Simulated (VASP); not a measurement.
Crystal: Al2O3.

```
CELL_PARAMETERS angstrom
3.01748 0.00000 0.00000
-1.50874 2.61322 0.00000
0.00000 0.00000 7.57464
ATOMIC_POSITIONS crystal
Al 0.00000 0.00000 0.72205
Al 0.00000 0.00000 0.27795
O 0.00000 0.00000 0.50000
O 0.66667 0.33333 0.80055
O 0.33333 0.66667 0.19945
```

Measurements of this composition are mostly on another form, of space group No. 167.

| Quantity | Value |
| --- | --- |
| Program | VASP 6.6.1 |
| Task | relaxation of cell and atoms |
| Functional | PBE |
| Potentials or basis | VASP PAW PBE potentials, release 64 (Al, O) |
| Cutoff | 600 eV |
| k mesh | 7 × 7 × 3 |
| Occupations | fermi-dirac, width 0.05 eV |
| Spin | no spin polarisation |

At the start: pressure -0.8 GPa; volume 11.95 Å³/atom.

Task: Where does the relaxation end?

Result: Over 22 steps the energy falls by 3.0 meV/atom and the volume is 12.69 Å³/atom (+6.2 %); space group P-3m1 (No. 164, to 0.05 Å).

The path:
```tsv
step	energy change (eV)	largest force (eV/Å)	pressure (GPa)	volume (Å³)
1	0.0000	0.0913	-0.78	59.73
2	-0.0007	0.0528	0.94	59.23
3	-0.0012	0.0460	0.28	59.42
4	-0.0018	0.1213	0.30	59.44
5	-0.0018	0.1292	0.31	59.44
6	-0.0022	0.1178	0.31	59.49
7	-0.0033	0.0830	0.25	59.63
8	-0.0049	0.0919	0.25	59.90
9	-0.0061	0.1860	0.19	60.44
10	-0.0066	0.1790	0.13	60.53
11	-0.0081	0.1568	0.06	60.79
12	-0.0102	0.1126	-0.10	61.33
13	-0.0118	0.2353	-0.36	62.41
14	-0.0128	0.1912	-0.29	62.58
15	-0.0145	0.0543	-0.04	63.09
16	-0.0147	0.0155	0.09	63.35
17	-0.0147	0.0101	0.06	63.33
18	-0.0147	0.0220	0.01	63.21
19	-0.0147	0.0054	0.03	63.29
20	-0.0147	0.0052	0.04	63.31
21	-0.0147	0.0021	0.04	63.35
22	-0.0148	0.0049	-0.04	63.45
```

Final structure:
```
CELL_PARAMETERS angstrom
3.01145 0.00000 0.00000
-1.50573 2.60800 0.00000
0.00000 0.00000 8.07855
ATOMIC_POSITIONS crystal
Al 0.00000 0.00000 0.70784
Al 0.00000 0.00000 0.29216
O 0.00000 0.00000 0.50000
O 0.66667 0.33333 0.78126
O 0.33333 0.66667 0.21874
```
